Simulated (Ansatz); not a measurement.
Crystal: Re.

```
Re
1.0
     2.76080    0.00000    0.00000
    -1.38040    2.39092    0.00000
     0.00000    0.00000    4.45820
Re
2
Direct
  0.66667 0.33333 0.75000
  0.33333 0.66667 0.25000
```

Base run:

* Program: Ansatz 0.2.0
* Functional: PBEsol
* Potentials or basis: Ansatz PAW
* Cutoff: 420 eV (not typed: the program's choice for these potentials)
* k mesh: 11 × 11 × 6
* Occupations: fermi-dirac, width 0.05 eV
* Spin: no spin polarisation

Its results: band gap on the k mesh none (metal or under the smearing width); pressure -4.2 GPa.

Question: The run is repeated on the same cell with these changes: functional from PBEsol to PBE. What comes out?

Answer: Band gap on the k mesh none (metal or under the smearing width); pressure 6.0 GPa.

PBE binds less tightly than PBEsol, so the same cell stands under more pressure.

Caveats: spin-orbit coupling is left out, which moves the levels of the heavy elements; the PAW data sets come from PBE, with cores solved anew for the run's functional, which leaves a small shift of forces and pressure (some runs).
